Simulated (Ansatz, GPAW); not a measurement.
Given: the input of a run of Ansatz 0.2.0 on Sb (Antimony). 

Contents of input.yaml:

```yaml
crystal:
  lattice:
    - [2.1542, 1.2437279499, 3.758]
    - [-2.1542, 1.2437279499, 3.758]
    - [0.0, -2.4874558998, 3.758]
  atoms:
    - { symbol: Sb, position: [0.76651, 0.76651, 0.76651] }
    - { symbol: Sb, position: [0.23349, 0.23349, 0.23349] }
hamiltonian:
  xc: pbe
  pseudopotentials: { kind: paw }
kpoints:
  mp_grid: { grid: [8, 8, 8] }
scf:
  occupations: { method: gaussian, width: 0.024 }
output:
  forces: true
  stress: true
  eigenvalues: true
```

Potentials or basis: Ansatz PAW.

Launch:

```sh
$ ansatz run input.yaml --threads 2 --pin off --max-ram 5632MiB --backend cpu --events-out ev --progress --plain --runs-dir out
```

**Question.** Set up the same calculation for GPAW 26.7.0 (ASE script). Potentials or basis there: GPAW PAW data sets (gpaw-data 1.2.1), cutoff 600 eV.

**Answer.** As run (cutoffs and basis follow the program's own potentials, and thresholds, step limits or extra output files can differ):

run.py

```python
from ase.dft.bandgap import bandgap
from ase.io import read, write
from ase.units import GPa
from gpaw import GPAW, PW

atoms = read('Sb.xyz')

calc = GPAW(mode=PW(600),
            xc='PBE',
            kpts={'size': (8, 8, 8), 'gamma': True},
            occupations={'name': 'methfessel-paxton', 'order': 0, 'width': 0.024},
            nbands=25,
            convergence={'density': 1e-05, 'energy': 1e-05},
            maxiter=150,
            txt='gpaw.txt')
atoms.calc = calc
energy = atoms.get_potential_energy()
forces = atoms.get_forces()
stress = atoms.get_stress()
calc.write('gs.gpw')
write('result.traj', atoms)
print(f'Energy: {energy:.6f} eV')
print('Forces (eV/A):')
print(forces.round(4))
print('Stress (GPa):', (stress / GPa).round(3))
print('Fermi level:', round(calc.get_fermi_level(), 4), 'eV')
print(f'Gap: {bandgap(calc)[0]:.4f} eV, direct: {bandgap(calc, direct=True)[0]:.4f} eV')
```

The input Sb.xyz:

```xyz
2
Lattice="2.1542000000 1.2437279499 3.7580000000 -2.1542000000 1.2437279499 3.7580000000 0.0000000000 -2.4874558998 3.7580000000" Properties=species:S:1:pos:R:3 pbc="T T T"
Sb     0.0000000000      0.0000000000      8.6416337400
Sb     0.0000000000      0.0000000000      2.6323662600
```

Potentials or basis: GPAW PAW data sets (gpaw-data 1.2.1), pw.

Run with:

```console
$ OMP_NUM_THREADS=1 python run.py
```

Both were run:

|  | Ansatz | GPAW |
| --- | --- | --- |
| Pressure | 2.7 GPa | 2.4 GPa |
| Largest force | 0.142 eV/Å | 0.125 eV/Å |

Ansatz's pressure holds a Pulay term of +0.03 GPa for its cutoff of 420 eV, which the other run lacks.

Where Ansatz's input types no cutoff or centring, it takes its own default and a Γ-centred mesh.

Pressure is positive in compression.
